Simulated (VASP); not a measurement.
Write the native input for VASP 6.6.1 that does the following.

```
Task                   : relaxation of cell and atoms
Functional             : PBEsol
Potentials or basis    : VASP PAW PBE potentials, release 64 (O, Si)
Cutoff                 : 600 eV
k mesh                 : 7 × 7 × 10
Occupations            : fermi-dirac, width 0.05 eV
Spin                   : no spin polarisation
Target pressure        : 14 GPa
P gpa                  : 14
Further INCAR settings : ALGO = Normal; EDIFF = 1e-06; IBRION = 2; EDIFFG = -0.01; NSW = 60; ISIF = 3
Target pressure        : 14 GPa
```

The structure of SiO2 lies in POSCAR:

```
SiO2
1.0
    4.1773000000      0.0000000000      0.0000000000
    0.0000000000      4.1773000000      0.0000000000
    0.0000000000      0.0000000000      2.6655000000
O Si
4 2
Direct
    0.3061000000      0.3061000000      0.0000000000
    0.6939000000      0.6939000000      0.0000000000
    0.1939000000      0.8061000000      0.5000000000
    0.8061000000      0.1939000000      0.5000000000
    0.0000000000      0.0000000000      0.0000000000
    0.5000000000      0.5000000000      0.5000000000
```

The cell comes from a database or a generator and needn't be the stable form of this composition.

These files were run (other wordings do the same):

INCAR

```
PREC = Accurate ; ENCUT = 600
EDIFF = 1E-6 ; ISMEAR = -1
SIGMA = 0.05 ; LREAL = F
LASPH = T ; NELM = 60
ALGO = Normal ; ISIF = 3
LWAVE = F ; LCHARG = F
GGA = PS ; IBRION = 2
NSW = 60 ; EDIFFG = -0.01
PSTRESS = 140 ; KPAR = 2
```

KPOINTS

```
regular mesh
0
Gamma
  7 7 10
```

Potentials or basis: VASP PAW PBE potentials, release 64 (O, Si).

Run with:

```bash
$ cat potpaw_PBE.64/O/POTCAR potpaw_PBE.64/Si/POTCAR > POTCAR
$ mpirun -np 2 vasp_std > vasp.out
```

Results of the run:

* Relaxed volume: 7.52 Å³/atom
* Relaxed cell: a = 4.122 Å, b = 4.122 Å, c = 2.657 Å, α = 90.00°, β = 90.00°, γ = 90.00°
* Space group after relaxing (to 0.05 Å): P4_2/mnm (No. 136)
* Energy change on relaxing (the enthalpy is what falls): +12.2 meV/atom
* Ionic steps: 7
* Pressure after relaxing: 13.9 GPa
* Band gap on the k mesh: 6.04 eV, direct

Caveat: the cell is relaxed towards a set pressure, so the enthalpy falls and the energy may rise; the PAW data sets were made with another functional, which shifts forces and pressure a little; an odd mesh through Γ misses points on the zone boundary, where band edges often lie.

Run time: 70 s on 2 MPI ranks on Intel(R) Xeon(R) 6975P-C (Granite Rapids) (shared host), peak memory 0.2 GiB a rank.
